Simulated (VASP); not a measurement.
Write the native input for VASP 6.6.1 that does the following.

| Item | Value |
| --- | --- |
| Task | single point |
| Functional | PBE |
| Potentials or basis | VASP PAW PBE potentials, release 64 (Al, Co) |
| Cutoff | 520 eV |
| k mesh | 11 × 12 × 2 |
| Occupations | fermi-dirac, width 0.05 eV |
| Spin | collinear spin, ferromagnetic start |
| Starting moments | [0.0, 0.0, 2.0, 2.0, 2.0, 2.0, 2.0, 2.0, 2.0, 2.0] μB |
| Further INCAR settings | ALGO = Normal; EDIFF = 1e-07; NBANDS = 54 |

The structure of AlCo4 lies in POSCAR:

```
AlCo4
1.0
    1.1221623300     -2.3409255300     -0.0744515500
    2.3556042700      0.0642473100     -0.0741781800
    0.5854101700     -0.4251409300     20.3755803000
Al Co
2 8
Direct
    0.0081381600      0.9992679900      0.0009006800
    0.4969696400      0.4957933300      0.5004736000
    0.6964054400      0.7014837200      0.8988057700
    0.1993319900      0.1995077600      0.3981833700
    0.8981810900      0.9068138000      0.3002948800
    0.4032478600      0.3931892400      0.8006453800
    0.6049719000      0.5978656600      0.1995803600
    0.1008297900      0.1025742800      0.6989184100
    0.7888793300      0.8063320200      0.6016555500
    0.3030448000      0.2971722000      0.1005419900
```

The cell comes from a database or a generator and needn't be the stable form of this composition.

The cell isn't the ideal one: cell sheared at random, sigma 0.06, atoms nudged by 0.01 Å.

These files were run (other wordings do the same):

INCAR

```
SYSTEM = AlCo4
  PREC = Accurate
  ENCUT = 520
  EDIFF = 1E-7
  ISMEAR = -1
  SIGMA = 0.05
  LREAL = .False.
  LASPH = .True.
  NELM = 120
  ALGO = Normal
  ISIF = 2
  LWAVE = .False.
  LCHARG = .True.
  ISPIN = 2
  MAGMOM = 0 0 2 2 2 2 2 2 2 2
  LORBIT = 11
  LMAXMIX = 4
  GGA = PE
  LELF = .True.
  LVHAR = .True.
  NBANDS = 54
```

KPOINTS

```
regular mesh
0
Gamma
  11 12 2
  0 0 0
```

Potentials or basis: VASP PAW PBE potentials, release 64 (Al, Co).

Launch:

```console
$ cat potpaw_PBE.64/Al/POTCAR potpaw_PBE.64/Co/POTCAR > POTCAR
$ mpirun -np 1 vasp_std > vasp.out
```

It gave:

- Pressure: 5.4 GPa
- Largest force: 0.302 eV/Å
- Band gap on the k mesh: none (metal or under the smearing width)
- Net moment: 11.48 μB per cell
- Site moments: Al -0.03; Co +1.30, +1.31, +1.66, +1.67, +1.28, +1.25 μB
- Valence electrons inside the program's atomic spheres: Al 0.90; Co 8.31, 8.22, 8.21, 8.32, 8.33

It took 43 min on 1 thread of Intel(R) Xeon(R) 6975P-C (Granite Rapids), with other jobs on the host, peak memory 1.1 GiB.
